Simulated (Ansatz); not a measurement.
The system is PbO2.

```
Pb O
1.0
     4.99496    0.00000    0.00000
     0.00000    4.99496    0.00000
     0.00000    0.00000    3.40900
Pb O
2 4
Direct
  0.50000 0.50000 0.50000
  0.00000 0.00000 0.00000
  0.69257 0.69257 0.00000
  0.80743 0.19257 0.50000
  0.19257 0.80743 0.50000
  0.30743 0.30743 0.00000
```

The cell is a database's computed one.

- Program: Ansatz 0.2.0
- Task: relaxation of cell and atoms
- Functional: BLYP
- Potentials or basis: Ansatz PAW
- Cutoff: 420 eV (not typed: the program's choice for these potentials)
- k mesh: 5 × 5 × 6
- Occupations: fermi-dirac, width 0.05 eV
- Spin: no spin polarisation

At the start: volume 14.18 Å³/atom.

Task: How do energy, volume and symmetry change on relaxing?

Result: It ends after 8 steps and the volume is 15.47 Å³/atom (+9.1 %); space group P4_2/mnm (No. 136, to 0.05 Å).

The path:
```
step  energy change (eV)  largest force (eV/Å)  volume (Å³)
   1              0.0000                0.1163        85.05
   2             -0.1840                0.0547        92.54
   3             -0.1880                0.0264        92.03
   4             -0.1884                0.0108        91.99
   5             -0.2358                0.0108        91.99
   6             -0.2347                0.0000        92.71
   7             -0.2343                0.0006        92.80
   8             -0.2383                0.0007        92.80
```

Final structure:
```yaml
crystal:
  lattice:
    - [5.16096, 0.00000, 0.00000]
    - [0.00000, 5.16096, 0.00000]
    - [0.00000, 0.00000, 3.48411]
  atoms:
    - { symbol: Pb, position: [0.50000, 0.50000, 0.50000] }
    - { symbol: Pb, position: [0.00000, 0.00000, 0.00000] }
    - { symbol: O, position: [0.69184, 0.69184, 0.00000] }
    - { symbol: O, position: [0.80816, 0.19184, 0.50000] }
    - { symbol: O, position: [0.19184, 0.80816, 0.50000] }
    - { symbol: O, position: [0.30816, 0.30816, 0.00000] }
```

Caveat: the plane-wave basis is chosen anew once the cell has moved, so the energies of steps on either side of that aren't comparable; the pressure holds a Pulay correction of +0.7 GPa for the finite cutoff; the PAW data sets come from PBE, with cores solved anew for the run's functional, which leaves a small shift of forces and pressure.
